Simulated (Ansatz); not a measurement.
# GaN: the cost of one run

Computed with Ansatz 0.2.0 (DFT r2SCAN, scalar-relativistic, plane waves, PAW, unless a step's input says otherwise).

3 further runs of the same task are left out: 1 that didn't finish, 2 set aside as unsound or not needed.

## Step 1: Starting point

It takes space group P4/mmm (No. 123, tetragonal). The conventional cell has a = 2.614 Å, b = 2.614 Å, c = 3.426 Å, α = 90.00°, β = 90.00°, γ = 90.00°. Ga (site symmetry 4/mmm) has 8 N at 2.52 Å and 4 Ga at 2.61 Å as nearest neighbours. N (site symmetry 4/mmm) is surrounded by 8 Ga at 2.52 Å.

As a file:

```
CELL_PARAMETERS angstrom
2.61413 0.00000 0.00000
0.00000 2.61413 0.00000
0.00000 0.00000 3.42638
ATOMIC_POSITIONS crystal
Ga 0.50000 0.50000 0.50000
N 0.00000 0.00000 0.00000
```

This is candidate A: CuAu (L1_0) type (P4/mmm, No. 123).

(A quick probe on a coarse mesh, which set the mesh and smearing, is not shown.)

## Step 3: Rough relaxation on the coarse mesh (candidate A)

File input.yaml:

```yaml
crystal:
  lattice:
    - [2.6141298017, 0.0, 0.0]
    - [0.0, 2.6141298017, 0.0]
    - [0.0, 0.0, 3.4263772758]
  atoms:
    - { symbol: Ga, position: [0.5, 0.5, 0.5] }
    - { symbol: "N", position: [0.0, 0.0, 0.0], spin: 0.63 }
basis:
  ecutwfc: 500
kpoints:
  mp_grid: { grid: [6, 6, 6] }
hamiltonian:
  xc: r2scan
scf:
  occupations: { method: gaussian, width: 0.1 }
  lower_state_search: "off"
output:
  forces: true
  stress: true
  eigenvalues: true
  populations: true
magnetization:
  spin_polarized: true
relax:
  adjacent_minimum: "off"
  f_tol: 0.04
  max_steps: 70
  cell: { stress_tol: 0.4 }
```

On the command line:

```
> ansatz run input.yaml --threads 1 --pin off --max-ram 3072MiB --backend cpu --events-out ev --progress --plain --runs-dir out
```

**Question.** How long does this run take on 1 thread of Arm Neoverse V2, shared host, and how much memory does it need?

About 73 s, with a peak of 0.34 GiB.
